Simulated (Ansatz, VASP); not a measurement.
## Sc in VASP and in Ansatz

```
CELL_PARAMETERS angstrom
0.00000 2.27595 2.27595
2.27595 0.00000 2.27595
2.27595 2.27595 0.00000
ATOMIC_POSITIONS crystal
Sc 0.00000 0.00000 0.00000
```

This isn't the form of Sc at room conditions, which is hcp.

Alike in both runs: functional PBEsol; k mesh 16 × 16 × 16; occupations gaussian, width 0.1 eV; no spin polarisation.

Ansatz relaxed the structure, and its values are those at the end. VASP's run is a single point on that final structure, the one shown.

|  | VASP | Ansatz |
| --- | --- | --- |
| version | VASP 6.6.1 | Ansatz 0.2.0 |
| potentials or method | VASP PAW PBE potentials, release 64 (Sc_sv) | scalar-relativistic, plane waves, PAW |
| plane-wave cutoff (eV) | 520 | 420 |
| valence electrons in the cell | 11 | 11 |

|  | VASP | Ansatz | Ansatz less VASP |
| --- | --- | --- | --- |
| gap on the k mesh at the Fermi level (eV) | none | none | - |
| pressure (GPa) | 0.0 | 0.0 | 0.00 |

A gap of «none» marks a metal or a gap that the smearing closes.

Caveats: the PAW data sets were made with another functional, which shifts forces and pressure a little (VASP).
